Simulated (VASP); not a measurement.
A run of VASP 6.6.1:

The input INCAR:

```
PREC     = Accurate       # precision mode
ENCUT    = 600            # plane-wave cutoff, eV
EDIFF    = 1E-7           # SCF threshold, eV
ISMEAR   = 0              # smearing method
SIGMA    = 0.03           # smearing width, eV
LREAL    = False          # projectors in reciprocal space
LASPH    = True           # aspherical terms in the spheres
NELM     = 80             # most SCF steps
ALGO     = Fast           # electronic algorithm
ISIF     = 2              # what is computed and relaxed
LWAVE    = False          # write WAVECAR
LCHARG   = False          # write CHGCAR
GGA      = PS             # functional
IBRION   = 2              # ionic algorithm
NSW      = 40             # ionic steps
EDIFFG   = -0.01          # ionic threshold
```

Contents of KPOINTS:

```
regular mesh
0
Gamma
  8 8 8
```

Contents of POSCAR:

```
BeTe                                    
1.0
    0.0000000000      2.7873013246      2.7873013246
    2.7873013246      0.0000000000      2.7873013246
    2.7873013246      2.7873013246      0.0000000000
  Be              Te            
     1     1
Direct
     0.0000000000000000    0.0000000000000000    0.0000000000000000
     0.2500000000000000    0.2500000000000000    0.2500000000000000
```

Potentials or basis: VASP PAW PBE potentials, release 64 (Be, Te).

Run with:

```console
$ cat potpaw_PBE.64/Be/POTCAR potpaw_PBE.64/Te/POTCAR > POTCAR
$ mpirun -np 1 vasp_std > vasp.out
```

Hardware: 1 thread of AMD EPYC 9R45 (Zen 5), on a shared host.

Estimate the wall time of this run.

It took 8.2 s on 1 thread of AMD EPYC 9R45 (Zen 5), with other jobs on the host, peak memory 0.15 GiB. Counts: scf iterations 14, k points 29, ion steps 1.
